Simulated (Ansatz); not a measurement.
# W: what a change does to the field gradients

Base: a COD entry, whose atoms a relaxation with PBE at fixed cell left in place.

```
W
1.0
     5.08300    0.00000    0.00000
     0.00000    5.08300    0.00000
     0.00000    0.00000    5.08300
W
8
Direct
  0.00000 0.00000 0.00000
  0.50000 0.50000 0.50000
  0.00000 0.50000 0.25000
  0.00000 0.50000 0.75000
  0.25000 0.00000 0.50000
  0.75000 0.00000 0.50000
  0.50000 0.75000 0.00000
  0.50000 0.25000 0.00000
```

Sites (sets of like atoms) are named by element and the number of their first atom in this list.

Computed with Ansatz: DFT, PBE, plane waves and PAW, scalar-relativistic, 420 eV cutoff, Γ-centred 9×9×9 k-points, Fermi–Dirac smearing 0.05 eV.

Gradients in 10²¹ V/m²:

```tsv
site	atoms	V_zz base	η base	V_zz variant	η variant
W1	1, 2	0.00	–	-4.67	0.06
W3	3, 4	-6.32	0.00	-3.46	0.00
W5	5, 6, 7, 8	-6.32	0.00	5.76	0.82
```

Question: Which change was made?
A. z stretched by 3 %, ions relaxed
B. volume scaled by 1.06, ions relaxed
C. z compressed by 2 %, ions relaxed
D. volume scaled by 0.98, ions relaxed

Answer: C. It leaves 3 symmetry-distinct sites where the base has 2; another option leaves as many, so the size and sign of the changes have to decide. The largest change of V_zz along a kept axis is on W1, from 0.00 to -4.67. In per cent, |V_zz| changes by -45 on W (all sites that start above 2, bar those whose gradient vanishes or changes sign or whose main axis turns by over 40°). On W5 the largest principal value lies along another axis in the second run, so the two V_zz can't be compared directly.

With no gap above 0.1 eV, as in a metal, the gradients converge slowly in k; expect changes of a tenth or more on a denser mesh. Without spin–orbit coupling the gradients at and beside W can be off by some per cent, at some sites by more.
For the variant: At this changed cell the PBE pressure is 6 GPa.
